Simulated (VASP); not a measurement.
Data:

```
AlSb
1.0
    6.23200     0.00000     0.00000
    0.00000     4.40669     0.00000
    0.00000     0.00000    28.44483
Al Sb
6 6
Direct
  0.93791   0.00000   0.67398
  0.52341   0.50000   0.62047
  0.01724   0.00000   0.53717
  0.51724   0.50000   0.46283
  0.02341   0.00000   0.37953
  0.43791   0.50000   0.32602
  0.27166   0.00000   0.61489
  0.73467   0.50000   0.70379
  0.26511   0.00000   0.45928
  0.76511   0.50000   0.54072
  0.23467   0.00000   0.29621
  0.77166   0.50000   0.38511
```

All values below come from PBE GGA, VASP's PBE PAW potentials (set 64) (plane waves; VASP). Settings: PREC = Normal, 400 eV cut-off, 4×5×1 Γ-centred mesh, Gaussian smearing of 0.050 eV, potentials Al Sb.

Task: Estimate the energy per atom (σ→0).

Result: 
```yaml
energy per atom (σ→0): -3.948 eV/atom
```

The cell is a thin slab with vacuum, built from AlSb (zinc blende): (110) face.
